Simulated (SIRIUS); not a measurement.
# Pb (Fm-3m) in SIRIUS: further runs, part 2 of 2

SIRIUS 7.12.0.

## 4. Equation of state, WC, 29.72 Å³/atom (volume scaled by 0.98)

Contents of sirius.json:

```json
{
  "control": {
    "processing_unit": "cpu",
    "std_evp_solver_name": "lapack",
    "gen_evp_solver_name": "lapack",
    "verbosity": 2,
    "print_forces": false,
    "ortho_rf": true,
    "use_second_variation": true,
    "rmt_max": 3.0,
    "num_bands_to_print": 24,
    "save_wf": true
  },
  "parameters": {
    "electronic_structure_method": "full_potential_lapwlo",
    "xc_functionals": ["XC_GGA_X_WC", "XC_GGA_C_PBE"],
    "core_relativity": "dirac",
    "valence_relativity": "iora",
    "num_fv_states": 24,
    "smearing": "fermi_dirac",
    "smearing_width": 0.0018374661,
    "pw_cutoff": 20,
    "gk_cutoff": 3.4,
    "lmax_apw": 11,
    "lmax_rho": 8,
    "lmax_pot": 8,
    "num_mag_dims": 0,
    "auto_rmt": 0,
    "ngridk": [9, 9, 9],
    "shiftk": [0, 0, 0],
    "num_dft_iter": 80,
    "energy_tol": 1e-07,
    "density_tol": 1e-05,
    "use_symmetry": true
  },
  "settings": {"tol_ne": 1e-10},
  "iterative_solver": {"type": "exact"},
  "mixer": {"type": "anderson", "beta": 0.5, "max_history": 8},
  "unit_cell": {
    "lattice_vectors": [[0.0, 4.6457190074, 4.6457190074], [4.6457190074, 0.0, 4.6457190074], [4.6457190074, 4.6457190074, 0.0]],
    "atom_types": ["Pb"],
    "atom_files": {"Pb": "Pb.json"},
    "atoms": {"Pb": [[0.0, 0.0, 0.0]]}
  }
}
```

Contents of Pb.json:

```json
{
  "name": "lead",
  "symbol": "Pb",
  "number": 82,
  "mass": 207.2,
  "rmin": 1e-06,
  "rmt": 2.65,
  "nrmt": 800,
  "rinf": 17.22,
  "core": "1s2s2p3s3p3d4s4p4d",
  "valence": [
    {"basis": [{"enu": 0.05, "dme": 0, "n": 0, "auto": 0}, {"enu": 0.05, "dme": 1, "n": 0, "auto": 0}]},
    {"l": 0, "n": 1, "basis": [{"enu": 0.0427, "dme": 0, "n": 0, "auto": 0}]},
    {"l": 1, "n": 2, "basis": [{"enu": 0.15, "dme": 0, "n": 0, "auto": 0}]},
    {"l": 2, "n": 3, "basis": [{"enu": 0.15, "dme": 0, "n": 0, "auto": 0}]},
    {"l": 3, "n": 4, "basis": [{"enu": 0.15, "dme": 0, "n": 0, "auto": 0}]},
    {"l": 4, "n": 5, "basis": [{"enu": 0.15, "dme": 0, "n": 0, "auto": 0}]}
  ],
  "lo": [
    {
      "l": 0,
      "basis": [{"enu": 0.0427, "dme": 0, "n": 0, "auto": 0}, {"enu": 0.0427, "dme": 1, "n": 0, "auto": 0}]
    },
    {
      "l": 0,
      "basis": [{"enu": -4.9961, "dme": 0, "n": 5, "auto": 1}, {"enu": -4.9961, "dme": 1, "n": 5, "auto": 1}]
    },
    {
      "l": 0,
      "basis": [{"enu": -4.9961, "dme": 1, "n": 5, "auto": 1}, {"enu": 0.0427, "dme": 0, "n": 0, "auto": 0}]
    },
    {
      "l": 0,
      "basis": [{"enu": 0.0427, "dme": 0, "n": 0, "auto": 0}, {"enu": 2.321, "dme": 0, "n": 0, "auto": 0}]
    },
    {"l": 1, "basis": [{"enu": 0.15, "dme": 0, "n": 0, "auto": 0}, {"enu": 0.15, "dme": 1, "n": 0, "auto": 0}]},
    {
      "l": 1,
      "basis": [{"enu": -2.8646, "dme": 0, "n": 5, "auto": 1}, {"enu": -2.8646, "dme": 1, "n": 5, "auto": 1}]
    },
    {
      "l": 1,
      "basis": [{"enu": -2.8646, "dme": 1, "n": 5, "auto": 1}, {"enu": 0.15, "dme": 0, "n": 0, "auto": 0}]
    },
    {"l": 1, "basis": [{"enu": 0.15, "dme": 0, "n": 0, "auto": 0}, {"enu": 2.7701, "dme": 0, "n": 0, "auto": 0}]},
    {"l": 2, "basis": [{"enu": 0.15, "dme": 0, "n": 0, "auto": 0}, {"enu": 0.15, "dme": 1, "n": 0, "auto": 0}]},
    {
      "l": 2,
      "basis": [{"enu": -0.4987, "dme": 0, "n": 5, "auto": 1}, {"enu": -0.4987, "dme": 1, "n": 5, "auto": 1}]
    },
    {
      "l": 2,
      "basis": [{"enu": -0.4987, "dme": 1, "n": 5, "auto": 1}, {"enu": 0.15, "dme": 0, "n": 0, "auto": 0}]
    },
    {"l": 2, "basis": [{"enu": 0.15, "dme": 0, "n": 0, "auto": 0}, {"enu": 3.1119, "dme": 0, "n": 0, "auto": 0}]},
    {"l": 3, "basis": [{"enu": 0.15, "dme": 0, "n": 0, "auto": 0}, {"enu": 0.15, "dme": 1, "n": 0, "auto": 0}]},
    {
      "l": 3,
      "basis": [{"enu": -4.6274, "dme": 0, "n": 4, "auto": 1}, {"enu": -4.6274, "dme": 1, "n": 4, "auto": 1}]
    },
    {
      "l": 3,
      "basis": [{"enu": -4.6274, "dme": 1, "n": 4, "auto": 1}, {"enu": 0.15, "dme": 0, "n": 0, "auto": 0}]
    },
    {"l": 3, "basis": [{"enu": 0.15, "dme": 0, "n": 0, "auto": 0}, {"enu": 3.4537, "dme": 0, "n": 0, "auto": 0}]},
    {"l": 4, "basis": [{"enu": 0.15, "dme": 0, "n": 0, "auto": 0}, {"enu": 0.15, "dme": 1, "n": 0, "auto": 0}]},
    {"l": 4, "basis": [{"enu": 0.15, "dme": 0, "n": 0, "auto": 0}, {"enu": 2.8841, "dme": 0, "n": 0, "auto": 0}]}
  ],
  "free_atom": [... radial grid and density of the free atom, the start of the SCF ...]
}
```

Contents of sirius_start.json:

```json
{
  "control": {
    "processing_unit": "cpu",
    "std_evp_solver_name": "lapack",
    "gen_evp_solver_name": "lapack",
    "verbosity": 1,
    "print_forces": false,
    "ortho_rf": true,
    "use_second_variation": true,
    "rmt_max": 3.0,
    "num_bands_to_print": 24,
    "save_wf": false
  },
  "parameters": {
    "electronic_structure_method": "full_potential_lapwlo",
    "xc_functionals": ["XC_LDA_X", "XC_LDA_C_PW"],
    "core_relativity": "dirac",
    "valence_relativity": "iora",
    "num_fv_states": 24,
    "smearing": "fermi_dirac",
    "smearing_width": 0.0055123983,
    "pw_cutoff": 20,
    "gk_cutoff": 2.72,
    "lmax_apw": 11,
    "lmax_rho": 8,
    "lmax_pot": 8,
    "num_mag_dims": 0,
    "auto_rmt": 0,
    "ngridk": [4, 4, 4],
    "shiftk": [0, 0, 0],
    "num_dft_iter": 30,
    "energy_tol": 0.01,
    "density_tol": 0.05,
    "use_symmetry": true
  },
  "settings": {"tol_ne": 1e-10},
  "iterative_solver": {"type": "exact"},
  "mixer": {"type": "anderson", "beta": 0.5, "max_history": 8},
  "unit_cell": {
    "lattice_vectors": [[0.0, 4.6457190074, 4.6457190074], [4.6457190074, 0.0, 4.6457190074], [4.6457190074, 4.6457190074, 0.0]],
    "atom_types": ["Pb"],
    "atom_files": {"Pb": "Pb.json"},
    "atoms": {"Pb": [[0.0, 0.0, 0.0]]}
  }
}
```

The run is started by

```
> OMP_NUM_THREADS=1 sirius.scf --input=sirius_start.json --output=start.json
> OMP_NUM_THREADS=1 sirius.scf --input=sirius.json --output=output.json --task=1
```

Wall time 46 s (1 thread of Arm Neoverse V1, shared host); peak memory 0.37 GiB.

It converged, with:

- Free energy: -569450.9849 eV
- Band gap on the k mesh: none (metal or under the smearing width)
- All electrons inside the program's atomic spheres: Pb 80.01 (radii Pb 2.65 bohr)

## 5. Equation of state, WC, 30.32 Å³/atom

sirius.json: that of step 4 with these lines changed.

```diff
@@ -39,3 +39,3 @@
   "unit_cell": {
-    "lattice_vectors": [[0.0, 4.6457190074, 4.6457190074], [4.6457190074, 0.0, 4.6457190074], [4.6457190074, 4.6457190074, 0.0]],
+    "lattice_vectors": [[0.0, 4.677109953, 4.677109953], [4.677109953, 0.0, 4.677109953], [4.677109953, 4.677109953, 0.0]],
     "atom_types": ["Pb"],
```

Pb.json is that of step 4.

sirius_start.json: that of step 4 with these lines changed.

```diff
@@ -39,3 +39,3 @@
   "unit_cell": {
-    "lattice_vectors": [[0.0, 4.6457190074, 4.6457190074], [4.6457190074, 0.0, 4.6457190074], [4.6457190074, 4.6457190074, 0.0]],
+    "lattice_vectors": [[0.0, 4.677109953, 4.677109953], [4.677109953, 0.0, 4.677109953], [4.677109953, 4.677109953, 0.0]],
     "atom_types": ["Pb"],
```

The run is started by

```
> OMP_NUM_THREADS=1 sirius.scf --input=sirius_start.json --output=start.json
> OMP_NUM_THREADS=1 sirius.scf --input=sirius.json --output=output.json --task=1
```

Wall time 46 s (1 thread of Arm Neoverse V1, shared host); peak memory 0.37 GiB.

It converged, with:

* Free energy: -569450.9852 eV
* Band gap on the k mesh: none (metal or under the smearing width)
* All electrons inside the program's atomic spheres: Pb 80.00 (radii Pb 2.65 bohr)

## 6. Equation of state, WC, 30.93 Å³/atom (volume scaled by 1.02)

sirius.json: that of step 5 with these lines changed.

```diff
@@ -39,3 +39,3 @@
   "unit_cell": {
-    "lattice_vectors": [[0.0, 4.677109953, 4.677109953], [4.677109953, 0.0, 4.677109953], [4.677109953, 4.677109953, 0.0]],
+    "lattice_vectors": [[0.0, 4.7080850937, 4.7080850937], [4.7080850937, 0.0, 4.7080850937], [4.7080850937, 4.7080850937, 0.0]],
     "atom_types": ["Pb"],
```

Contents of Pb.json:

```json
{
  "name": "lead",
  "symbol": "Pb",
  "number": 82,
  "mass": 207.2,
  "rmin": 1e-06,
  "rmt": 2.65,
  "nrmt": 800,
  "rinf": 17.22,
  "core": "1s2s2p3s3p3d4s4p4d",
  "valence": [
    {"basis": [{"enu": 0.04, "dme": 0, "n": 0, "auto": 0}, {"enu": 0.04, "dme": 1, "n": 0, "auto": 0}]},
    {"l": 0, "n": 1, "basis": [{"enu": 0.0326, "dme": 0, "n": 0, "auto": 0}]},
    {"l": 1, "n": 2, "basis": [{"enu": 0.14, "dme": 0, "n": 0, "auto": 0}]},
    {"l": 2, "n": 3, "basis": [{"enu": 0.14, "dme": 0, "n": 0, "auto": 0}]},
    {"l": 3, "n": 4, "basis": [{"enu": 0.14, "dme": 0, "n": 0, "auto": 0}]},
    {"l": 4, "n": 5, "basis": [{"enu": 0.14, "dme": 0, "n": 0, "auto": 0}]}
  ],
  "lo": [
    {
      "l": 0,
      "basis": [{"enu": 0.0326, "dme": 0, "n": 0, "auto": 0}, {"enu": 0.0326, "dme": 1, "n": 0, "auto": 0}]
    },
    {
      "l": 0,
      "basis": [{"enu": -5.0061, "dme": 0, "n": 5, "auto": 1}, {"enu": -5.0061, "dme": 1, "n": 5, "auto": 1}]
    },
    {
      "l": 0,
      "basis": [{"enu": -5.0061, "dme": 1, "n": 5, "auto": 1}, {"enu": 0.0326, "dme": 0, "n": 0, "auto": 0}]
    },
    {
      "l": 0,
      "basis": [{"enu": 0.0326, "dme": 0, "n": 0, "auto": 0}, {"enu": 2.311, "dme": 0, "n": 0, "auto": 0}]
    },
    {"l": 1, "basis": [{"enu": 0.14, "dme": 0, "n": 0, "auto": 0}, {"enu": 0.14, "dme": 1, "n": 0, "auto": 0}]},
    {
      "l": 1,
      "basis": [{"enu": -2.8746, "dme": 0, "n": 5, "auto": 1}, {"enu": -2.8746, "dme": 1, "n": 5, "auto": 1}]
    },
    {
      "l": 1,
      "basis": [{"enu": -2.8746, "dme": 1, "n": 5, "auto": 1}, {"enu": 0.14, "dme": 0, "n": 0, "auto": 0}]
    },
    {"l": 1, "basis": [{"enu": 0.14, "dme": 0, "n": 0, "auto": 0}, {"enu": 2.7601, "dme": 0, "n": 0, "auto": 0}]},
    {"l": 2, "basis": [{"enu": 0.14, "dme": 0, "n": 0, "auto": 0}, {"enu": 0.14, "dme": 1, "n": 0, "auto": 0}]},
    {
      "l": 2,
      "basis": [{"enu": -0.5087, "dme": 0, "n": 5, "auto": 1}, {"enu": -0.5087, "dme": 1, "n": 5, "auto": 1}]
    },
    {
      "l": 2,
      "basis": [{"enu": -0.5087, "dme": 1, "n": 5, "auto": 1}, {"enu": 0.14, "dme": 0, "n": 0, "auto": 0}]
    },
    {"l": 2, "basis": [{"enu": 0.14, "dme": 0, "n": 0, "auto": 0}, {"enu": 3.1019, "dme": 0, "n": 0, "auto": 0}]},
    {"l": 3, "basis": [{"enu": 0.14, "dme": 0, "n": 0, "auto": 0}, {"enu": 0.14, "dme": 1, "n": 0, "auto": 0}]},
    {
      "l": 3,
      "basis": [{"enu": -4.6374, "dme": 0, "n": 4, "auto": 1}, {"enu": -4.6374, "dme": 1, "n": 4, "auto": 1}]
    },
    {
      "l": 3,
      "basis": [{"enu": -4.6374, "dme": 1, "n": 4, "auto": 1}, {"enu": 0.14, "dme": 0, "n": 0, "auto": 0}]
    },
    {"l": 3, "basis": [{"enu": 0.14, "dme": 0, "n": 0, "auto": 0}, {"enu": 3.4437, "dme": 0, "n": 0, "auto": 0}]},
    {"l": 4, "basis": [{"enu": 0.14, "dme": 0, "n": 0, "auto": 0}, {"enu": 0.14, "dme": 1, "n": 0, "auto": 0}]},
    {"l": 4, "basis": [{"enu": 0.14, "dme": 0, "n": 0, "auto": 0}, {"enu": 2.8741, "dme": 0, "n": 0, "auto": 0}]}
  ],
  "free_atom": [... radial grid and density of the free atom, the start of the SCF ...]
}
```

sirius_start.json: that of step 5 with these lines changed.

```diff
@@ -39,3 +39,3 @@
   "unit_cell": {
-    "lattice_vectors": [[0.0, 4.677109953, 4.677109953], [4.677109953, 0.0, 4.677109953], [4.677109953, 4.677109953, 0.0]],
+    "lattice_vectors": [[0.0, 4.7080850937, 4.7080850937], [4.7080850937, 0.0, 4.7080850937], [4.7080850937, 4.7080850937, 0.0]],
     "atom_types": ["Pb"],
```

Potentials or basis: all-electron FP-LAPW, apw+lo standard.

The run is started by

```
> OMP_NUM_THREADS=1 sirius.scf --input=sirius_start.json --output=start.json
> OMP_NUM_THREADS=1 sirius.scf --input=sirius.json --output=output.json --task=1
```

Wall time 46 s (1 thread of Arm Neoverse V1, shared host); peak memory 0.37 GiB.

It converged, with:

* Free energy: -569450.9816 eV
* Band gap on the k mesh: none (metal or under the smearing width)
* All electrons inside the program's atomic spheres: Pb 79.98 (radii Pb 2.65 bohr)

## 7. Equation of state, WC, 31.54 Å³/atom (volume scaled by 1.04)

sirius.json: that of step 6 with these lines changed.

```diff
@@ -39,3 +39,3 @@
   "unit_cell": {
-    "lattice_vectors": [[0.0, 4.7080850937, 4.7080850937], [4.7080850937, 0.0, 4.7080850937], [4.7080850937, 4.7080850937, 0.0]],
+    "lattice_vectors": [[0.0, 4.7386579315, 4.7386579315], [4.7386579315, 0.0, 4.7386579315], [4.7386579315, 4.7386579315, 0.0]],
     "atom_types": ["Pb"],
```

Contents of Pb.json:

```json
{
  "name": "lead",
  "symbol": "Pb",
  "number": 82,
  "mass": 207.2,
  "rmin": 1e-06,
  "rmt": 2.65,
  "nrmt": 800,
  "rinf": 17.22,
  "core": "1s2s2p3s3p3d4s4p4d",
  "valence": [
    {"basis": [{"enu": 0.03, "dme": 0, "n": 0, "auto": 0}, {"enu": 0.03, "dme": 1, "n": 0, "auto": 0}]},
    {"l": 0, "n": 1, "basis": [{"enu": 0.0227, "dme": 0, "n": 0, "auto": 0}]},
    {"l": 1, "n": 2, "basis": [{"enu": 0.13, "dme": 0, "n": 0, "auto": 0}]},
    {"l": 2, "n": 3, "basis": [{"enu": 0.13, "dme": 0, "n": 0, "auto": 0}]},
    {"l": 3, "n": 4, "basis": [{"enu": 0.13, "dme": 0, "n": 0, "auto": 0}]},
    {"l": 4, "n": 5, "basis": [{"enu": 0.13, "dme": 0, "n": 0, "auto": 0}]}
  ],
  "lo": [
    {
      "l": 0,
      "basis": [{"enu": 0.0227, "dme": 0, "n": 0, "auto": 0}, {"enu": 0.0227, "dme": 1, "n": 0, "auto": 0}]
    },
    {
      "l": 0,
      "basis": [{"enu": -5.0161, "dme": 0, "n": 5, "auto": 1}, {"enu": -5.0161, "dme": 1, "n": 5, "auto": 1}]
    },
    {
      "l": 0,
      "basis": [{"enu": -5.0161, "dme": 1, "n": 5, "auto": 1}, {"enu": 0.0227, "dme": 0, "n": 0, "auto": 0}]
    },
    {
      "l": 0,
      "basis": [{"enu": 0.0227, "dme": 0, "n": 0, "auto": 0}, {"enu": 2.301, "dme": 0, "n": 0, "auto": 0}]
    },
    {"l": 1, "basis": [{"enu": 0.13, "dme": 0, "n": 0, "auto": 0}, {"enu": 0.13, "dme": 1, "n": 0, "auto": 0}]},
    {
      "l": 1,
      "basis": [{"enu": -2.8846, "dme": 0, "n": 5, "auto": 1}, {"enu": -2.8846, "dme": 1, "n": 5, "auto": 1}]
    },
    {
      "l": 1,
      "basis": [{"enu": -2.8846, "dme": 1, "n": 5, "auto": 1}, {"enu": 0.13, "dme": 0, "n": 0, "auto": 0}]
    },
    {"l": 1, "basis": [{"enu": 0.13, "dme": 0, "n": 0, "auto": 0}, {"enu": 2.7501, "dme": 0, "n": 0, "auto": 0}]},
    {"l": 2, "basis": [{"enu": 0.13, "dme": 0, "n": 0, "auto": 0}, {"enu": 0.13, "dme": 1, "n": 0, "auto": 0}]},
    {
      "l": 2,
      "basis": [{"enu": -0.5187, "dme": 0, "n": 5, "auto": 1}, {"enu": -0.5187, "dme": 1, "n": 5, "auto": 1}]
    },
    {
      "l": 2,
      "basis": [{"enu": -0.5187, "dme": 1, "n": 5, "auto": 1}, {"enu": 0.13, "dme": 0, "n": 0, "auto": 0}]
    },
    {"l": 2, "basis": [{"enu": 0.13, "dme": 0, "n": 0, "auto": 0}, {"enu": 3.0919, "dme": 0, "n": 0, "auto": 0}]},
    {"l": 3, "basis": [{"enu": 0.13, "dme": 0, "n": 0, "auto": 0}, {"enu": 0.13, "dme": 1, "n": 0, "auto": 0}]},
    {
      "l": 3,
      "basis": [{"enu": -4.6474, "dme": 0, "n": 4, "auto": 1}, {"enu": -4.6474, "dme": 1, "n": 4, "auto": 1}]
    },
    {
      "l": 3,
      "basis": [{"enu": -4.6474, "dme": 1, "n": 4, "auto": 1}, {"enu": 0.13, "dme": 0, "n": 0, "auto": 0}]
    },
    {"l": 3, "basis": [{"enu": 0.13, "dme": 0, "n": 0, "auto": 0}, {"enu": 3.4337, "dme": 0, "n": 0, "auto": 0}]},
    {"l": 4, "basis": [{"enu": 0.13, "dme": 0, "n": 0, "auto": 0}, {"enu": 0.13, "dme": 1, "n": 0, "auto": 0}]},
    {"l": 4, "basis": [{"enu": 0.13, "dme": 0, "n": 0, "auto": 0}, {"enu": 2.8641, "dme": 0, "n": 0, "auto": 0}]}
  ],
  "free_atom": [... radial grid and density of the free atom, the start of the SCF ...]
}
```

sirius_start.json: that of step 6 with these lines changed.

```diff
@@ -39,3 +39,3 @@
   "unit_cell": {
-    "lattice_vectors": [[0.0, 4.7080850937, 4.7080850937], [4.7080850937, 0.0, 4.7080850937], [4.7080850937, 4.7080850937, 0.0]],
+    "lattice_vectors": [[0.0, 4.7386579315, 4.7386579315], [4.7386579315, 0.0, 4.7386579315], [4.7386579315, 4.7386579315, 0.0]],
     "atom_types": ["Pb"],
```

The run is started by

```
> OMP_NUM_THREADS=1 sirius.scf --input=sirius_start.json --output=start.json
> OMP_NUM_THREADS=1 sirius.scf --input=sirius.json --output=output.json --task=1
```

It took 46 s on 1 thread of Arm Neoverse V1, shared host; peak memory 0.37 GiB.

Results (log left out):

```
Free energy                                       : -569450.9744 eV
Band gap on the k mesh                            : none (metal or under the smearing width)
All electrons inside the program's atomic spheres : Pb 79.97 (radii Pb 2.65 bohr)
```

## 8. Equation of state, WC, 32.14 Å³/atom (volume scaled by 1.06)

sirius.json: that of step 7 with these lines changed.

```diff
@@ -39,3 +39,3 @@
   "unit_cell": {
-    "lattice_vectors": [[0.0, 4.7386579315, 4.7386579315], [4.7386579315, 0.0, 4.7386579315], [4.7386579315, 4.7386579315, 0.0]],
+    "lattice_vectors": [[0.0, 4.76884128, 4.76884128], [4.76884128, 0.0, 4.76884128], [4.76884128, 4.76884128, 0.0]],
     "atom_types": ["Pb"],
```

Pb.json is that of step 7.

sirius_start.json: that of step 7 with these lines changed.

```diff
@@ -39,3 +39,3 @@
   "unit_cell": {
-    "lattice_vectors": [[0.0, 4.7386579315, 4.7386579315], [4.7386579315, 0.0, 4.7386579315], [4.7386579315, 4.7386579315, 0.0]],
+    "lattice_vectors": [[0.0, 4.76884128, 4.76884128], [4.76884128, 0.0, 4.76884128], [4.76884128, 4.76884128, 0.0]],
     "atom_types": ["Pb"],
```

The run is started by

```
> OMP_NUM_THREADS=1 sirius.scf --input=sirius_start.json --output=start.json
> OMP_NUM_THREADS=1 sirius.scf --input=sirius.json --output=output.json --task=1
```

Wall time 47 s (1 thread of Arm Neoverse V1, shared host); peak memory 0.37 GiB.

Results (log left out):

| Quantity | Value |
| --- | --- |
| Free energy | -569450.9652 eV |
| Band gap on the k mesh | none (metal or under the smearing width) |
| All electrons inside the program's atomic spheres | Pb 79.96 (radii Pb 2.65 bohr) |

## 9. Equation of state, WC

Potentials or basis: all-electron FP-LAPW, apw+lo standard.

This step only gathers the single runs of the series.

What came out:

| Quantity | Value |
| --- | --- |
| Equilibrium volume | 30.01 Å³/atom |
| Bulk modulus | 49 GPa |
| Pressure derivative of the bulk modulus | 4.4 (rough: it moves with the points fitted) |

Energy against volume, from the lowest point:
```
volume (Å³/atom)  energy (meV/atom)
          28.503              12.49
          29.110               4.16
          29.716               0.36
          30.323               0.00
          30.929               3.64
          31.535              10.81
          32.142              20.05
```

Caveat: the basis cutoff falls short for Ag, Pd and Pb here, so volumes come out up to a per cent or two small and moduli rough. The run has no spin-orbit coupling, so splittings on Pb are missing.

## 10. How close it comes

Step 9. The cell as given is a measured one (30.32 Å³/atom); WC puts the equilibrium volume -1.0 % from it, thermal expansion not counted.
